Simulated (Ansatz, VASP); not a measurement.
SiO in VASP and in Ansatz

File INCAR:

```
PREC     = Accurate       # precision mode
ENCUT    = 520            # plane-wave cutoff, eV
EDIFF    = 1E-7           # SCF threshold, eV
ISMEAR   = -1             # smearing method
SIGMA    = 0.05           # smearing width, eV
LREAL    = False          # projectors in reciprocal space
LASPH    = True           # aspherical terms in the spheres
NELM     = 80             # most SCF steps
ALGO     = Normal         # electronic algorithm
ISIF     = 2              # what is computed and relaxed
LWAVE    = False          # write WAVECAR
LCHARG   = False          # write CHGCAR
GGA      = PE             # functional
NBANDS   = 12             # bands
```

Contents of KPOINTS:

```
Automatic mesh
0
Gamma
  9 9 9
```

POSCAR

```
SiO
1.0
    2.8439080517      0.0000000000      0.0000000000
    0.0000000000      2.8439080517      0.0000000000
    0.0000000000      0.0000000000      2.8439080517
Si O
1 1
Direct
    0.0000000000      0.0000000000      0.0000000000
    0.5000000000      0.5000000000      0.5000000000
```

input.yaml

```yaml
crystal:
  lattice:
    - [2.8439080517, 0.0, 0.0]
    - [0.0, 2.8439080517, 0.0]
    - [0.0, 0.0, 2.8439080517]
  atoms:
    - { symbol: Si, position: [0.0, 0.0, 0.0] }
    - { symbol: O, position: [0.5, 0.5, 0.5] }
hamiltonian:
  xc: pbe
  pseudopotentials: { kind: paw }
kpoints:
  mp_grid: { grid: [9, 9, 9] }
scf:
  occupations: { method: fermi_dirac, width: 0.05 }
output:
  forces: true
  stress: true
  eigenvalues: true
```

Change from the starting cell: volume scaled by 1.04.

Alike in both runs: task single point; functional PBE; k mesh 9 × 9 × 9; occupations fermi-dirac, width 0.05 eV; no spin polarisation.

|  | VASP | Ansatz |
| --- | --- | --- |
| version | VASP 6.6.1 | Ansatz 0.2.0 |
| potentials or method | VASP PAW PBE potentials, release 64 (Si, O) | Ansatz PAW |
| plane-wave cutoff (eV) | 520 | 420 |
| valence electrons in the cell | 10 | 10 |

VASP gave:

- gap on the k mesh at the Fermi level (eV): none
- pressure (GPa): -4.7

What did Ansatz give for the same quantities?

gap on the k mesh at the Fermi level (eV): none; pressure (GPa): -4.6.

A gap of «none» marks a metal or a gap that the smearing closes. With one functional, cell and mesh, what is left measures potentials, basis and numerics.

Caveats: the pressure holds a Pulay correction of +0.5 GPa for the finite cutoff (Ansatz).
